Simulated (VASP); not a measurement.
# Se (Im-3m) in VASP: notebook

One crystal, Se, is run at these levels: PBEsol; tasks: relaxation of cell and atoms.

Program: VASP 6.6.1. These are calculated values, not measurements. Logs are shortened: lines on timing, memory, paths and dates and some standing lists are left out, and cuts for length are marked.

## Step 1: The structure

It takes space group Im-3m (No. 229, cubic). Conventional cell: a = 2.775 Å, b = 2.775 Å, c = 2.775 Å, α = 90.00°, β = 90.00°, γ = 90.00°. Se (site symmetry m-3m) is surrounded by 8 Se at 2.40 Å.

This isn't the form of Se at room conditions, which is trigonal, of chains.

## Step 2: Relaxation of cell and atoms, PBEsol, non-collinear spin, zero start, spin-orbit coupling, target pressure 187.5 GPa, at which the enthalpy is minimised

INCAR

```
  ALGO = Fast
  EDIFF = 1E-7
  EDIFFG = -0.002
  ENCUT = 520
  GGA = PS
  GGA_COMPAT = False
  IBRION = 2
  ISIF = 3
  ISMEAR = 0
  KPAR = 4
  LASPH = True
  LCHARG = False
  LNONCOLLINEAR = True
  LORBIT = 11
  LREAL = False
  LSORBIT = True
  LWAVE = False
  MAGMOM = 0 0 0
  NELM = 100
  NSW = 80
  PREC = Accurate
  PSTRESS = 1875.0
  SIGMA = 0.1
```

KPOINTS

```
k-points
0
Gamma
  21 21 21
```

POSCAR

```
Se                                      
1.0
    1.9623114520      1.1329179133      0.8011824490
   -1.9623114520      1.1329179133      0.8011824490
    0.0000000000     -2.2658229968      0.8011642924
  Se            
     1
Direct
     0.0000000000000000    0.0000000000000000    0.0000000000000000
```

Potentials or basis: VASP PAW PBE potentials, release 64 (Se).

On the command line:

```console
$ cat potpaw_PBE.64/Se/POTCAR > POTCAR
$ mpirun -np 4 vasp_ncl > vasp.out
```

OUTCAR:

```text
EDIFF = 1E-7
   EDIFFG = -0.002
   ENCUT = 520
   GGA = PS
   IBRION = 2
   ISIF = 3
   ISMEAR = 0
   LASPH = True
   LNONCOLLINEAR = True
   LORBIT = 11
   LREAL = False
   LSORBIT = True
   NELM = 100
   NSW = 80
   PREC = Accurate
   PSTRESS = 1875.0

 ion  position               nearest neighbor table
   1  0.000  0.000  0.000-

  LATTYP: Found a base centered monoclinic cell.
 ALAT       =     2.7751730143
 B/A-ratio  =     1.4141903527
 C/A-ratio  =     0.8659976011
 COS(beta)  =    -0.5772837547

  Lattice vectors:

 A1 = (   1.9623114520,   1.1329179133,   0.8011824490)
 A2 = (  -1.9623114520,   1.1329179133,   0.8011824490)
 A3 = (   0.0000000000,  -2.2658229968,   0.8011642924)

Analysis of symmetry for initial positions (statically):
=====================================================================
 Subroutine PRICEL returns:
 Original cell was already a primitive cell.

 Routine SETGRP: Setting up the symmetry group for a
 base centered monoclinic supercell.

 Subroutine GETGRP returns: Found  4 space group operations
 (whereof  4 operations were pure point group operations)
 out of a pool of  4 trial point group operations.

The static configuration has the point symmetry C_2h.

Analysis of symmetry for dynamics (positions and initial velocities):
=====================================================================
 Subroutine PRICEL returns:
 Original cell was already a primitive cell.

 Routine SETGRP: Setting up the symmetry group for a
 base centered monoclinic supercell.

 Subroutine GETGRP returns: Found  4 space group operations
 (whereof  4 operations were pure point group operations)
 out of a pool of  4 trial point group operations.

The dynamic configuration has the point symmetry C_2h.

Analysis of structural, dynamic, and magnetic symmetry:
=====================================================================
 Subroutine PRICEL returns:
 Original cell was already a primitive cell.

 Routine SETGRP: Setting up the symmetry group for a
 base centered monoclinic supercell.

 Subroutine GETGRP returns: Found  4 space group operations
 (whereof  4 operations were pure point group operations)
 out of a pool of  4 trial point group operations.

The overall configuration has the point symmetry C_2h.

 Subroutine INISYM returns: Found  4 space group operations
 (whereof  4 operations are pure point group operations),
 and found     1 'primitive' translations

----------------------------------------------------------------------------------------

                                     Primitive cell

  volume of cell :      10.6867

  direct lattice vectors                    reciprocal lattice vectors
     1.962311452  1.132917913  0.801182449     0.254801550  0.147111080  0.416054074
    -1.962311452  1.132917913  0.801182449    -0.254801550  0.147111080  0.416054074
     0.000000000 -2.265822997  0.801164292     0.000000000 -0.294228828  0.416056430

  length of vectors
     2.403344035  2.403344035  2.403293173     0.509574816  0.509574816  0.509581746

  position of ions in fractional coordinates (direct lattice)
     0.000000000  0.000000000  0.000000000

  ion indices of the primitive-cell ions
   primitive index   ion index
                 1           1

----------------------------------------------------------------------------------------

 KPOINTS: k-points

Automatic generation of k-mesh.
 Grid dimensions read from file:
 generate k-points for:   21   21   21

 Generating k-lattice:

  Cartesian coordinates                     Fractional coordinates (reciprocal lattice)
     0.012133407  0.007005290  0.019812099     0.047619048  0.000000000 -0.000000000
    -0.012133407  0.007005290  0.019812099     0.000000000  0.047619048 -0.000000000
     0.000000000 -0.014010897  0.019812211     0.000000000  0.000000000  0.047619048

  Length of vectors
     0.024265467  0.024265467  0.024265797

  Shift w.r.t. Gamma in fractional coordinates (k-lattice)
     0.000000000  0.000000000  0.000000000

 Subroutine IBZKPT returns following result:
 ===========================================

 Found   2431 irreducible k-points:

 Following reciprocal coordinates:
            Coordinates               Weight
  0.000000  0.000000  0.000000      1.000000
  0.047619 -0.000000  0.000000      4.000000
  0.095238  0.000000  0.000000      4.000000
  0.142857 -0.000000  0.000000      4.000000
  0.190476  0.000000  0.000000      4.000000
  0.238095  0.000000  0.000000      4.000000
[... 16 lines left out ...]
 -0.428571  0.047619 -0.000000      4.000000
 -0.380952  0.047619 -0.000000      4.000000
 [... further k-points ...]
   k-points           NKPTS =   2431   k-points in BZ     NKDIM =   2431   number of bands    NBANDS=     14
   number of dos      NEDOS =    301   number of ions     NIONS =      1
   total plane-waves  NPLWV =   5832
   dimension x,y,z NGX =    18 NGY =   18 NGZ =   18
   dimension x,y,z NGXF=    36 NGYF=   36 NGZF=   36
   ions per type =               1
   NGX,Y,Z   is equivalent  to a cutoff of  12.45, 12.45, 12.45 a.u.
   NGXF,Y,Z  is equivalent  to a cutoff of  24.90, 24.90, 24.90 a.u.
 SYSTEM =  unknown system
   PREC   = accura    normal or accurate (medium, high low for compatibility)
   ISTART =      0    job   : 0-new  1-cont  2-samecut
   ICHARG =      2    charge: 1-file 2-atom 10-const
   ISPIN  =      1    spin polarized calculation?
   LNONCOLLINEAR =      T non collinear calculations
   LSORBIT =      T    spin-orbit coupling
   LASPH  =      T    aspherical Exc in radial PAW
   ENCUT  =  520.0 eV  38.22 Ry    6.18 a.u.   4.47  4.47  4.47*2*pi/ulx,y,z
   NELM   =    100;   NELMIN=  2; NELMDL= -5     # of ELM steps
   EDIFF  = 0.1E-06   stopping-criterion for ELM
   LREAL  =      F    real-space projection
   EDIFFG = -.2E-02   stopping-criterion for IOM
   NSW    =     80    number of steps for IOM
   IBRION =      2    ionic relax: 0-MD 1-quasi-New 2-CG
   NFREE  =      1    steps in history (QN), initial steepest desc. (CG)
   ISIF   =      3    stress and relaxation
   ISYM   =      2    0-nonsym 1-usesym 2-fastsym
   POTIM  = 0.5000    time-step for ionic-motion
   TEBEG  =    0.0;   TEEND  =   0.0 temperature during run
   PSTRESS= 1875.0 pullay stress
   NELECT =       6.0000    total number of electrons
   NUPDOWN=      -1.0000    fix difference up-down
   EMIN   =  10.00;   EMAX   =-10.00  energy-range for DOS
   EFERMI =   0.00;   METHOD = LEGACY
   ISMEAR =     0;   SIGMA  =   0.10  broadening in eV -4-tet -1-fermi 0-gaus
   EFERMI_NEDOS =   21; number of points for ismear=-14 and -15
   IALGO  =     68    algorithm
   IMIX   =      4    mixing-type and parameters
     AMIX     =   0.40;   BMIX     =  1.00
     AMIX_MAG =   1.60;   BMIX_MAG =  1.00
  volume/ion in A,a.u.               =      10.69        72.12
  Fermi-wavevector in a.u.,A,eV,Ry     =   1.350550  2.552169 24.816811  1.823984
  Thomas-Fermi vector in A             =   2.478045
   LORBIT       =     11    0 simple, 1 ext, 2 COOP (PROOUT), +10 PAW based schemes
   GGA     = PS    functional components
   LHFCALC =     F    Hartree Fock is set to
   AEXX    =    0.0000 exact exchange contribution
   IVDW    =     0    specifies the selected vdW correction
   LEPSILON=     F    determine dielectric tensor
   LRPA    =     F    only Hartree local field effects (RPA)
 conjugate gradient relaxation of ions
 RMM-DIIS sequential band-by-band and
 Gauss-broadening in eV      SIGMA  =   0.10
  energy-cutoff  :      520.00
  volume of cell :       10.69
 maximum number of plane-waves:       642
 NGX is ok and might be reduce to    18
   NGX =  9   NGY =  9   NGZ =  9

 number of electron       6.0000001 magnetization      -0.0000001     -0.0000000      0.0000000

 number of electron       6.0000001 magnetization       0.0000001      0.0000000      0.0000000

 number of electron       6.0000001 magnetization      -0.0000001     -0.0000000     -0.0000000

 number of electron       6.0000001 magnetization      -0.0000000      0.0000000      0.0000000

 Free energy of the ion-electron system (eV)
  ---------------------------------------------------
  ext. energy  EPLUGINS =         0.00000000
  ---------------------------------------------------
  free energy    TOTEN  =        -0.45353056 eV

  energy without entropy =       -0.45186371  energy(sigma->0) =       -0.45269714

 E-fermi :  16.0611     XC(G=0): -13.8050

 val. band max:       16.0604271772   @ k =  -0.3810   0.1429   0.0952
 cond. band min:      16.0729486389   @ k =  -0.3333  -0.3810   0.4762
 fundamental gap:      0.0125214618
 Fermi energy:        16.0610609077

 k-point     1 :       0.0000    0.0000    0.0000
  band No.  band energies     occupation
      1      -8.6955      1.00000
      2      -8.6955      1.00000
      3      23.3690      0.00000
      4      23.3690      0.00000
      5      24.2771      0.00000
      6      24.2771      0.00000
      7      24.2791      0.00000
      8      24.2791      0.00000
      9      30.1382      0.00000
     10      30.1382      0.00000
     11      30.1393      0.00000
     12      30.1393      0.00000
     13      30.2242      0.00000
     14      30.2242      0.00000

 k-point     2 :       0.0476   -0.0000    0.0000
  band No.  band energies     occupation
      1      -8.6071      1.00000
      2      -8.6071      1.00000
      3      22.8907      0.00000
      4      22.8907      0.00000
      5      23.6728      0.00000
      6      23.6728      0.00000
      7      24.0615      0.00000
      8      24.0615      0.00000
      9      29.6328      0.00000
     10      29.6328      0.00000
     11      30.0007      0.00000
     12      30.0007      0.00000
     13      30.7520      0.00000
     14      30.7520      0.00000
[... 343 lines left out ...]
      1      -2.3070      1.00000
      2      -2.3070      1.00000
      3       5.3576      1.00000
      4       5.3576      1.00000
      5      16.3964      0.00000
      6      16.3964      0.00000
      7      19.6347      0.00000
      8      19.6347      0.00000
      9      24.1146      0.00000
     10      24.1146      0.00000
     11      25.2326      0.00000
     12      25.2326      0.00000
     13      35.4504      0.00000
     14      35.4504      0.00000

 k-point    24 :      -0.3810    0.0476   -0.0000
  band No.  band energies     occupation
      1      -3.6825      1.00000
      2      -3.6825      1.00000
      3       7.5571      1.00000
      4       7.5571      1.00000
      5      16.8548      0.00000
      6      16.8548      0.00000
      7      19.9885      0.00000
      8      19.9885      0.00000
      9      24.4825      0.00000
     10      24.4825      0.00000
     11      25.5627      0.00000
     12      25.5627      0.00000
     13      34.2454      0.00000
     14      34.2454      0.00000

 [... further k-points ...]

------------------------ aborting loop because EDIFF is reached ----------------------------------------

  FORCE on cell =-STRESS in cart. coord.  units (eV):
  Direction    XX          YY          ZZ          XY          YZ          ZX
  --------------------------------------------------------------------------------------
  -------------------------------------------------------------------------------------
  Total       12.5071557     12.5076362     12.5054083      0.0000000     -0.0001321      0.0000000
  in kB     1875.1024349   1875.1744849   1874.8404647      0.0000000     -0.0197999      0.0000000
  external PRESSURE =       0.0391281 kB  Pullay stress =    1875.0000000 kB

 VOLUME and BASIS-vectors are now :
 -----------------------------------------------------------------------------
  energy-cutoff  :      520.00
  volume of cell :       10.69
      direct lattice vectors                 reciprocal lattice vectors
     1.962311452  1.132917913  0.801182449     0.254801550  0.147111080  0.416054074
    -1.962311452  1.132917913  0.801182449    -0.254801550  0.147111080  0.416054074
     0.000000000 -2.265822997  0.801164292     0.000000000 -0.294228828  0.416056430

 POSITION                                       TOTAL-FORCE (eV/Angst)
 -----------------------------------------------------------------------------------
      0.00000      0.00000      0.00000         0.000000      0.000000      0.000000
 -----------------------------------------------------------------------------------
    total drift:                               -0.000000     -0.000000     -0.000000

  FREE ENERGIE OF THE ION-ELECTRON SYSTEM (eV)
  ---------------------------------------------------
  free  energy   TOTEN  =        -0.4535305630 eV

  energy  without entropy=       -0.4518637100  energy(sigma->0) =       -0.45269714

  enthalpy is  TOTEN    =        12.0529418362 eV   P V=       12.5064723992

 reached required accuracy - stopping structural energy minimisation

 Spin-Orbit-Coupling matrix elements

 Ion:    1  E_soc:     -0.0403660
 l=   1
     0.0000000    -0.0066732    -0.0066727
    -0.0066732     0.0000000    -0.0066734
    -0.0066727    -0.0066734     0.0000000
 l=   2
     0.0000000    -0.0000094     0.0000000    -0.0000094    -0.0000475
    -0.0000094     0.0000000    -0.0000357    -0.0000070    -0.0000094
     0.0000000    -0.0000357     0.0000000    -0.0000357     0.0000000
    -0.0000094    -0.0000070    -0.0000357     0.0000000    -0.0000094
    -0.0000475    -0.0000094     0.0000000    -0.0000094     0.0000000
 l=   3
     0.0000000     0.0000000     0.0000000     0.0000000     0.0000000     0.0000000     0.0000000
     0.0000000     0.0000000     0.0000000     0.0000000     0.0000000     0.0000000     0.0000000
     0.0000000     0.0000000     0.0000000     0.0000000     0.0000000     0.0000000     0.0000000
     0.0000000     0.0000000     0.0000000     0.0000000     0.0000000     0.0000000     0.0000000
     0.0000000     0.0000000     0.0000000     0.0000000     0.0000000     0.0000000     0.0000000
     0.0000000     0.0000000     0.0000000     0.0000000     0.0000000     0.0000000     0.0000000
     0.0000000     0.0000000     0.0000000     0.0000000     0.0000000     0.0000000     0.0000000

 total charge

# of ion       s       p       d       tot
------------------------------------------
    1        1.569   2.380   0.322   4.271

 magnetization (x)

# of ion       s       p       d       tot
------------------------------------------
    1       -0.000   0.000  -0.000  -0.000

 magnetization (y)

# of ion       s       p       d       tot
------------------------------------------
    1        0.000   0.000   0.000   0.000

 magnetization (z)

# of ion       s       p       d       tot
------------------------------------------
    1        0.000   0.000   0.000   0.000
```

Run time: 97 s. Hardware: 4 MPI ranks of Intel Xeon Platinum 8488C (Sapphire Rapids), shared host; peak memory 0.6 GiB.

What came out:

```
Free energy                                           : -0.4535 eV
Pressure after relaxing                               : 187.5 GPa
Net moment                                            : 0.00 μB per cell
Valence electrons inside the program's atomic spheres : Se 4.27
```

Final structure:
```xyz
1
Lattice="1.9623 1.1329 0.8012 -1.9623 1.1329 0.8012 0.0000 -2.2658 0.8012" Properties=species:S:1:pos:R:3 pbc="T T T"
Se    0.0000    0.0000    0.0000
```

Moments on the atoms (μB; x, y, z):
```
Se  0.00 0.00 0.00
```

Caveat: the relaxation stopped at its first step, so nothing moved; the cell is relaxed towards a set pressure, so the enthalpy falls and the energy may rise; the PAW data sets were made with another functional, which shifts forces and pressure a little.

## Step 3: Relaxation of cell and atoms, PBEsol, non-collinear spin, zero start, spin-orbit coupling, target pressure 250 GPa, at which the enthalpy is minimised

Edit INCAR of step 2 so:

```diff
@@ -21,3 +21,3 @@
   PREC = Accurate
-  PSTRESS = 1875.0
+  PSTRESS = 2500
   SIGMA = 0.1
```

KPOINTS is that of step 2.

POSCAR is that of step 2.

Potentials or basis: VASP PAW PBE potentials, release 64 (Se).

On the command line:

```console
$ cat potpaw_PBE.64/Se/POTCAR > POTCAR
$ mpirun -np 4 vasp_ncl > vasp.out
```

Wall time 11 min (4 MPI ranks of Intel Xeon Platinum 8488C (Sapphire Rapids), shared host); peak memory 0.63 GiB.

It converged, with:

| Property | Result |
| --- | --- |
| Free energy | 0.6256 eV |
| Relaxed volume | 9.89 Å³/atom |
| Relaxed cell | a = 2.342 Å, b = 2.342 Å, c = 2.342 Å, α = 109.47°, β = 109.47°, γ = 109.47° |
| Space group after relaxing (to 0.05 Å) | Im-3m (No. 229) |
| Energy change on relaxing (the enthalpy is what falls) | +1079.1 meV/atom |
| Ionic steps | 18 |
| Pressure after relaxing | 250.0 GPa |
| Net moment | 0.00 μB per cell |
| Valence electrons inside the program's atomic spheres | Se 4.42 |

Step by step:
```tsv
step	energy change (eV)	largest force (eV/Å)	pressure (GPa)	volume (Å³)
1	0.0000	0.0000	187.50	10.69
2	20.8570	0.0000	1727.17	5.45
3	0.7922	0.0000	233.10	10.08
4	0.9642	0.0000	243.19	9.96
5	1.0806	0.0000	250.08	9.89
6	1.0564	0.0000	248.65	9.90
7	1.0595	0.0000	248.83	9.90
8	1.0688	0.0000	249.38	9.90
9	1.0691	0.0000	249.40	9.90
10	1.0703	0.0000	249.46	9.90
11	1.0725	0.0000	249.58	9.89
12	1.0769	0.0000	249.87	9.89
13	1.0859	0.0000	250.40	9.89
14	1.0795	0.0000	250.02	9.89
15	1.0795	0.0000	250.02	9.89
16	1.0794	0.0000	250.02	9.89
17	1.0793	0.0000	250.01	9.89
18	1.0791	0.0000	250.00	9.89
```

Final structure:
```
Se
1.0
     1.91231    1.10406    0.78074
    -1.91231    1.10406    0.78074
     0.00000   -2.20812    0.78073
Se
1
Direct
  0.00000 0.00000 0.00000
```

Moments on the atoms (μB; x, y, z):
```
Se  0.00 0.00 0.00
```

Caveat: the cell is relaxed towards a set pressure, so the enthalpy falls and the energy may rise; the PAW data sets were made with another functional, which shifts forces and pressure a little.

(Part 1 of 2 ends here.)
